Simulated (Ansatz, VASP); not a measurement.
Given: the input of a run of Ansatz 0.2.0 on Cu (Copper). 

input.yaml

```yaml
crystal:
  lattice:
    - [0.0, 1.8075, 1.8075]
    - [1.8075, 0.0, 1.8075]
    - [1.8075, 1.8075, 0.0]
  atoms:
    - { symbol: Cu, position: [0.0, 0.0, 0.0] }
kpoints:
  mp_grid: { grid: [13, 13, 13] }
scf:
  occupations: { method: fermi_dirac, width: 0.05 }
hamiltonian:
  xc: blyp
  pseudopotentials: { kind: all_electron, lapw: { basis_error: 0.001 } }
output:
  forces: true
  stress: true
relax:
  f_tol: 0.01
  max_steps: 60
  cell: {}
```

Potentials or basis: all-electron LAPW, scalar-relativistic.

Command:

```console
$ ansatz run input.yaml --threads 1 --pin off --max-ram 3072MiB --backend cpu --events-out ev --progress --plain --runs-dir out
```

Problem. Set up the same calculation for VASP 6.6.1. Potentials or basis there: PBE PAW files Cu, 600 eV.

Solution. As run (cutoffs and basis follow the program's own potentials, and thresholds, step limits or extra output files can differ):

INCAR

```
PREC     = Accurate       # precision mode
ENCUT    = 600            # plane-wave cutoff, eV
EDIFF    = 1E-7           # SCF threshold, eV
ISMEAR   = -1             # smearing method
SIGMA    = 0.05           # smearing width, eV
LREAL    = F              # projectors in reciprocal space
LASPH    = T              # aspherical terms in the spheres
NELM     = 80             # most SCF steps
ALGO     = Fast           # electronic algorithm
ISIF     = 3              # what is computed and relaxed
LWAVE    = F              # write WAVECAR
LCHARG   = F              # write CHGCAR
GGA      = B5             # functional
ALDAX    = 1.0          
AGGAX    = 1.0          
AGGAC    = 1.0          
ALDAC    = 0.0          
IBRION   = 2              # ionic algorithm
NSW      = 60             # ionic steps
EDIFFG   = -0.02          # ionic threshold
```

File KPOINTS:

```
Automatic mesh
0
Gamma
  13 13 13
```

Contents of POSCAR:

```
Cu
1.0
    0.0000000000      1.8075000000      1.8075000000
    1.8075000000      0.0000000000      1.8075000000
    1.8075000000      1.8075000000      0.0000000000
Cu
1
Direct
    0.0000000000      0.0000000000      0.0000000000
```

Potentials or basis: VASP PAW PBE potentials, release 64 (Cu).

The run is started by

```console
$ cat potpaw_PBE.64/Cu/POTCAR > POTCAR
$ mpirun -np 1 vasp_std > vasp.out
```

Both were run:

|  | Ansatz | VASP |
| --- | --- | --- |
| Relaxed volume | 12.66 Å³/atom | 12.74 Å³/atom |
| Relaxed cell | a = 2.616 Å, b = 2.616 Å, c = 2.616 Å, α = 60.00°, β = 60.00°, γ = 60.00° | a = 2.621 Å, b = 2.621 Å, c = 2.621 Å, α = 60.00°, β = 60.00°, γ = 60.00° |
| Space group after relaxing | Fm-3m (No. 225) | Fm-3m (No. 225) |
| Pressure after relaxing | 0.0 GPa | 0.1 GPa |

VASP's potentials were made for PBE.

Where Ansatz's input types no cutoff or centring, it takes its own default and a Γ-centred mesh.

Pressure is positive in compression.
